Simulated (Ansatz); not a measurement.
## Sb: do energies and stresses tell the same story?

All numbers below come from DFT PBEsol, scalar-relativistic, plane waves, PAW in Ansatz.

Plane waves to 420 eV, a k mesh through Γ of 14×14×14 on the computed 1-atom cell and Gaussian smearing (0.10 eV); no spin polarisation.

Relaxed cell: Pm-3m, a = 3.062 Å, b = 3.062 Å, c = 3.062 Å, α = 90.00°, β = 90.00°, γ = 90.00°, 1 atom in the primitive cell. This simple cubic form isn't the element's structure at ambient conditions.

Energies at zero smearing and pressures from the stress tensor, at volumes with shape and atoms relaxed:
```tsv
V (Å³/atom)	E − E(first) (meV/atom)	P (GPa)
25.257	0.00	10.41
26.118	-46.26	7.04
26.980	-76.20	4.29
27.841	-92.75	1.97
28.702	-97.76	-0.02
29.563	-92.96	-1.70
30.424	-79.91	-3.14
31.572	-51.66	-4.74
```

Check P = −dE/dV between neighbouring volumes, and get the bulk modulus from the pressures alone.

With 1 eV/Å³ = 160.2 GPa:
```
middle V (Å³/atom)  −ΔE/ΔV (GPa) mean P (GPa)
            25.688         8.609         8.728
            26.549         5.569         5.667
            27.410         3.080         3.128
            28.271         0.933         0.974
            29.132        -0.893        -0.859
            29.993        -2.428        -2.419
            30.998        -3.943        -3.941
```

The two differ by 0.12 GPa at most. The mean of two end pressures misses the average over a step by about ΔV² P″/12, up to 0.05 GPa here; with that taken off 0.07 GPa remains. The stress is the derivative of the free energy, not of the energy at zero smearing, and with free energies 0.01 GPa remains. Around V = 28.702 Å³/atom, the two neighbours give B = −V ΔP/ΔV = 28.702 × 3.67 / 1.722 = 61.1 GPa, against B0 = 60.6 GPa from the Birch–Murnaghan fit of the energies.